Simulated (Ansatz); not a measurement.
Ionic part of the dielectric constant of MgO at 8 GPa, mode by mode

Method: DFT LDA, scalar-relativistic, plane waves, PAW in Ansatz. Plane waves to 420 eV; Γ-centred k mesh 12×12×6; fixed occupations. No spin polarisation. Phonons by linear response, acoustic sum rule imposed.

Symmetry: P6_3/mmc, No. 194, hexagonal system. The conventional cell has a = 3.390 Å, b = 3.390 Å, c = 4.075 Å, α = 90.00°, β = 90.00°, γ = 120.00°. Around Mg (site symmetry -6m2) lie 5 O at 1.96 to 2.04 Å. Around O (site symmetry -6m2) lie 5 Mg at 1.96 to 2.04 Å.

The primitive cell has V = 40.56 Å³ and ε∞,yy = 2.972. Each polar mode adds Δε = (4.92064×10⁷/V)·S/ν² along y, with S its oscillator strength in e²/amu, ν in cm⁻¹ and V in Å³.

Q: From these modes, find each Δε and ε0,yy.
| ν (cm⁻¹) | S_yy (e²/amu) |
| --- | --- |
| 558.4 | 0.6353 |

A:
```json
{"ν (cm⁻¹)": "558.4", "Δε": "2.47"}
```

The sum is 2.472, so ε0,yy = 5.44; the run's tensor has 5.44.

Q: Where do the longitudinal modes lie for a wave vector along y?

A: At 756 cm⁻¹. The Lyddane–Sachs–Teller product Π(ν_LO/ν_TO)² = 1.83 matches ε0/ε∞ = 1.83.

This form isn't the usual stable structure of the compound at low pressure.

Cost: 1 run of about 2.1 core-minutes, on Intel Xeon Platinum 8488C (Sapphire Rapids) (shared hosts).